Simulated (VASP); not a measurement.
**GaP in VASP: how settings move the LDA single point**

The LDA single point of GaP, CsCl type is repeated with altered inputs. Which of them can be trusted? This is a trial cell built on a prototype, not taken from a measured structure, and it needn't be the compound's ground state.

The runs shown are made with VASP 6.6.1. PAW datasets, plane waves. Computed, not measured; no magnetism was allowed, and the structure may never have been made.

## 1. The system as given

The cell comes from an earlier relaxation with r2SCAN in another program.

It is cubic, Pm-3m (No. 221); conventional cell a = 3.186 Å, 16.18 Å³ an atom. Ga has 8 P at 2.76 Å; P has 8 Ga at 2.76 Å.

Structure file:

```
CELL_PARAMETERS angstrom
3.18643 0.00000 0.00000
0.00000 3.18643 0.00000
0.00000 0.00000 3.18643
ATOMIC_POSITIONS crystal
Ga 0.00000 0.00000 0.00000
P 0.50000 0.50000 0.50000
```

## 2. The reference run

The input, INCAR:

```
ENCUT = 520.000000
SIGMA = 0.020000
EDIFF = 1.00e-07
GGA = CA
PREC = Accurate
IBRION = -1
ISIF = 2
ISMEAR = -1
NBANDS = 16
NELM = 120
NSW = 0
LASPH = .TRUE.
LCHARG = .TRUE.
LELF = .TRUE.
LWAVE = .FALSE.
LREAL = .FALSE.
```

The input, KPOINTS:

```
KPOINTS created by Atomic Simulation Environment
0
Gamma
8 8 8
0 0 0
```

The input, POSCAR:

```
Ga P
 1.0000000000000000
     3.1864348745051778    0.0000000000000000    0.0000000000000000
    -0.0000000000000000    3.1864348745051778    0.0000000000000000
     0.0000000000000000    0.0000000000000000    3.1864348745051778
 Ga  P
   1   1
Cartesian
  0.0000000000000000  0.0000000000000000  0.0000000000000000
  1.5932174372525889  1.5932174372525889  1.5932174372525889
```

A file KPOINTS_OPT adds named points for the levels; it doesn't enter the self-consistent loop.

Potentials: the recommended LDA PAW datasets, 18 valence electrons.

Run with:

```sh
> mpirun -np 1 vasp_std
```

## 3. Variant 1

The input, INCAR:

```
ENCUT = 520.000000
SIGMA = 0.020000
EDIFF = 1.00e-07
GGA = CA
PREC = Accurate
IBRION = -1
ISIF = 2
ISMEAR = -1
NBANDS = 16
NSW = 0
LASPH = .TRUE.
LCHARG = .FALSE.
LWAVE = .FALSE.
LREAL = .FALSE.
NELECT = 17.5
NELM = 89
```

KPOINTS is that of step 2.

POSCAR is that of step 2.

## 4. Variant 2

Changes to INCAR since step 2:

```diff
@@ -9,8 +9,8 @@
 NBANDS = 16
-NELM = 120
 NSW = 0
 LASPH = .TRUE.
-LCHARG = .TRUE.
-LELF = .TRUE.
+LCHARG = .FALSE.
 LWAVE = .FALSE.
 LREAL = .FALSE.
+ISYM = 1
+NELM = 66
```

KPOINTS is that of step 2.

POSCAR is that of step 2.

Before running it: what results should come out? Wanted: for each run, changed; ending; energy change; pressure; electronic steps; usable.

As calculated:

| run | changed | ending | energy change (meV/atom) | pressure (GPa) | gap on the mesh (eV; negative: overlap) | electronic steps | time | usable |
| --- | --- | --- | --- | --- | --- | --- | --- | --- |
| ref. | – | converged | 0 | -4.0 | -3.60 | 12 | 4.6 s | yes |
| 1 | NELECT = 17.5, NELM = 89 | converged | – | -32.4 | – | 11 | 3.8 s | no |
| 2 | ISYM = 1, NELM = 66 | converged | 0.0 | -4.0 | -3.60 | 12 | 4.1 s | yes |

**Reading.** Of 2 altered inputs, 1 ended normally on a faulty or unsound input, 1 gave usable results.
